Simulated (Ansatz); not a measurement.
Runs of Ansatz 0.2.0 on PbS. It takes space group Cmcm (No. 63, orthorhombic). Conventional cell: a = 4.160 Å, b = 11.983 Å, c = 4.279 Å, α = 90.00°, β = 90.00°, γ = 90.00°. Around Pb (site symmetry m2m) lie 5 S at 2.69 to 2.99 Å. Around S (site symmetry m2m) lie 5 Pb at 2.69 to 2.99 Å. Measurements of this composition are mostly on another form, of space group No. 225.

```csv
task,level,potentials or basis,cell,k mesh,cutoff (eV),smearing,points for each segment of the path,atoms under strain,gap on the mesh (eV),pressure (GPa),relaxed volume (Å³/atom),largest force (eV/Å)
band structure,exchange-only PBE,Ansatz PAW,as given,7 × 7 × 6,420,fermi-dirac 0.05 eV,14,-,1.32,10.3,-,(b)
elastic constants,r2SCAN,Ansatz PAW,as given,6 × 6 × 5,500,fixed,-,clamped,1.41,0.0,-,0.03
relaxation of cell and atoms,RPBE,Ansatz PAW,relaxed,7 × 7 × 6,420,fermi-dirac 0.05 eV,-,-,(a),0.0,37.88,-
relaxation of cell and atoms,BLYP+D3(BJ),Ansatz PAW,relaxed,7 × 7 × 6,420,fermi-dirac 0.05 eV,-,-,1.27,0.0,(c),-
```

Alike in all rows: no spin polarisation.

Task: Fill in the values left out.

Result: (a) 1.73; (b) 0.50; (c) 25.94.

Caveats: spin-orbit coupling is left out, which as a rule narrows the gap of such compounds by several tenths of an eV; the PAW data sets come from PBE, with cores solved anew for the run's functional, which leaves a small shift of forces and pressure; odd divisions of the mesh miss points on the zone boundary, where band edges often lie, so the gap on the mesh can be too wide (some runs); the plane-wave basis is chosen anew once the cell has moved, so the energies of steps on either side of that aren't comparable (some runs); the k mesh misses the band edges, so the gap on the mesh is wider than the one along the path (some runs); the volume moved by over 15 % at a fixed basis, so the end points are rough (some runs).

A k mesh can miss the band edges, and the runs leave out spin-orbit coupling on Pb.

Runs at the PBE level aren't shown here.
